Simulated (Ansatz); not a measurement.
**From the elastic tensor of CsH to moduli and sound speeds**

Computed with Ansatz, DFT LDA, scalar-relativistic, plane waves, PAW. Cutoff 420 eV, 8×8×8 k-points (Γ-centred), fixed occupations. No spin polarisation.

It takes space group Fm-3m (No. 225, cubic). Conventional cell: a = 6.097 Å, b = 6.097 Å, c = 6.097 Å, α = 90.00°, β = 90.00°, γ = 90.00°. Around Cs (site symmetry m-3m) lie 6 H at 3.05 Å. Around H (site symmetry m-3m) lie 6 Cs at 3.05 Å.

Relaxed-ion constants (GPa, on the Cartesian axes of the calculation):
```
33.6  1.1  1.1  0.0  0.0  0.0
 1.1 33.6  1.1  0.0  0.0  0.0
 1.1  1.1 33.6  0.0  0.0  0.0
 0.0  0.0  0.0  4.7  0.0  0.0
 0.0  0.0  0.0  0.0  4.7  0.0
 0.0  0.0  0.0  0.0  0.0  4.7
```

Density 3.924 g/cm³; 2 atoms in 56.67 Å³.

The values that follow are for a polycrystal of randomly turned grains, by Hill's mean where one number stands. In a crystal this anisotropic the Voigt and Reuss bounds lie far apart, so Hill's mean and the sound speeds and Debye temperature from it are rough.

With S = C⁻¹: B_V = (C11+C22+C33+2(C12+C13+C23))/9, G_V = (C11+C22+C33−C12−C13−C23+3(C44+C55+C66))/15, 1/B_R = S11+S22+S33+2(S12+S13+S23), 15/G_R = 4(S11+S22+S33−S12−S13−S23)+3(S44+S55+S66); Hill is their mean. Then v_l = √((B+4G/3)/ρ), v_t = √(G/ρ), v_m = [(2/v_t³+1/v_l³)/3]^(−1/3) and Θ = (ħ/k_B)·v_m·(6π²n/V)^(1/3) for n atoms in the volume V; E = 9BG/(3B+G), ν = (3B−2G)/(2(3B+G)) and A^U = 5G_V/G_R + B_V/B_R − 6.

```json
{
 "Bulk modulus, Voigt / Reuss / Hill": "12.0 / 12.0 / 12.0 GPa",
 "Shear modulus, Voigt / Reuss / Hill": "9.3 / 6.6 / 8.0 GPa",
 "Young's modulus": "20 GPa",
 "Poisson ratio": "0.227",
 "Pugh ratio B/G": "1.50",
 "Universal anisotropy index": "2.07",
 "Longitudinal and transverse sound speeds": "2400 and 1426 m/s",
 "Debye temperature from the mean sound speed": "154 K"
}
```

Cost: 1 run of about 0.11 core-minutes, on Intel Xeon Platinum 8488C (Sapphire Rapids) (shared hosts).